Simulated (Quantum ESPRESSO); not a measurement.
**As in Quantum ESPRESSO: the effect of functional**

Crystal: As.

```
As
1.0
     1.88080    1.08588    3.51406
    -1.88080    1.08588    3.51406
     0.00000   -2.17176    3.51406
As
2
Direct
  0.22600 0.22600 0.22600
  0.77400 0.77400 0.77400
```

Alike in all runs:

```yaml
Program: Quantum ESPRESSO 7.5
Task: band structure
Potentials_or_basis: SG15 PBE 1.2
Cutoff: 952 eV
Density_cutoff: 3810 eV
k_mesh: 9 × 9 × 9
Occupations: fermi-dirac, width 0.05 eV
Spin: no spin polarisation
```

**Question.** One run gave: pressure 3.1 GPa; largest force 0.60 eV/Å. Which functional did it use?
A. vdW-DF-cx
B. PBEsol
C. AM05
D. RPBE
E. revPBE

**Answer.** A.

| functional | pressure (GPa) | largest force (eV/Å) |
| --- | --- | --- |
| LDA | 2.3 | 0.64 |
| PBEsol | 2.3 | 0.61 |
| RPBE | 4.8 | 0.43 |
| AM05 | 2.3 | 0.59 |
| vdW-DF-cx | 3.1 | 0.60 |
| revPBE | 4.6 | 0.45 |

Caveats: the potentials were made for another functional, which shifts forces and pressure.

Runs at the PBE level aren't shown here.
